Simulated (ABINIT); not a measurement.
Input of an ABINIT 10.8.3 (patched build) run:

run.abi

```
# Pseudopotentials
pp_dirpath "./"
pseudos "Ge.upf"

# Structure
acell 3*1.0 Angstrom
rprim
     3.9975858431     0.0000000000     0.0000000000
    -1.9987929216     3.4620108940     0.0000000000
     0.0000000000     0.0000000000     6.5993779500
ntypat 1
znucl 32
natom 4
typat 1 1 1 1
xred
     0.3333333333     0.6666666667     0.9370987500
     0.6666666667     0.3333333333     0.4370987500
     0.3333333333     0.6666666667     0.5629012500
     0.6666666667     0.3333333333     0.0629012500

# Plane-wave basis
ecut 40.0

# k points
kptopt 1
ngkpt 8 8 4
nshiftk 1
shiftk 0.0 0.0 0.0

# Exchange and correlation
ixc 11

# Bands and occupations
nband 34
occopt 3
tsmear 0.05 eV

# SCF cycle
nstep 100
tolvrs 1.0e-10

# Output
iomode 3
prtwf 0
prteig 0
prtebands 0
enunit 2
prtden 1
prtvha 1
prtvclmb 1
prtpot 1
prtelf 1
```

Potentials or basis: Ansatz NC PBE.

Command:

```console
$ abinit run.abi > log 2>&1
```

(1) What does it give for the band gap on the k mesh?

(2) What does it give for the pressure?

Answers

(1) 0.13 eV, direct.

(2) 3.0 GPa.
